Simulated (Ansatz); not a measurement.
**InAs under changes of volume**

One of the cells (27.489 Å³/atom); the others are scaled copies at fixed shape and fractional positions:

```
In As
1.0
     0.00000    3.01800    3.01800
     3.01800    0.00000    3.01800
     3.01800    3.01800    0.00000
In As
1 1
Direct
  0.00000 0.00000 0.00000
  0.75000 0.75000 0.75000
```

```yaml
Program: Ansatz 0.2.0
Functional: PBEsol
Dispersion: D3(BJ)
Potentials_or_basis: Ansatz PAW
Cutoff: "420 eV (not typed: the program's choice for these potentials)"
k_mesh: 8 × 8 × 8
Occupations: fermi-dirac, width 0.05 eV
Spin: no spin polarisation
```

| volume (Å³/atom) | energy over the lowest point (meV/atom) | pressure (GPa) |
| --- | --- | --- |
| 25.840 | 17.21 | 3.9 |
| 26.389 | 6.57 | 2.3 |
| 26.939 | ? | ? |
| 27.489 | 0.00 | -0.3 |
| 28.039 | 3.05 | -1.4 |
| 28.588 | 9.74 | -2.4 |
| 29.138 | 19.67 | -3.3 |

Task: What does the run at 26.939 Å³/atom give?

Result: Energy over the lowest point 1.00 meV/atom; pressure 0.9 GPa.

Worked out: A Birch-Murnaghan fit of order 3 (a polynomial in V^(-2/3)) to the other rows has its minimum at 27.34 Å³/atom with B0 = V·E''(V) = 61 GPa and B' = 4.6. It gives 1.01 meV/atom at 26.939 Å³/atom, against the run's 1.00, and -dE/dV = 0.9 GPa, against 0.9.

Energies are extrapolated to zero smearing.

Caveats: pairwise dispersion overbinds metals, which lowers pressure and volume; the PAW data sets come from PBE, with cores solved anew for the run's functional, which leaves a small shift of forces and pressure.
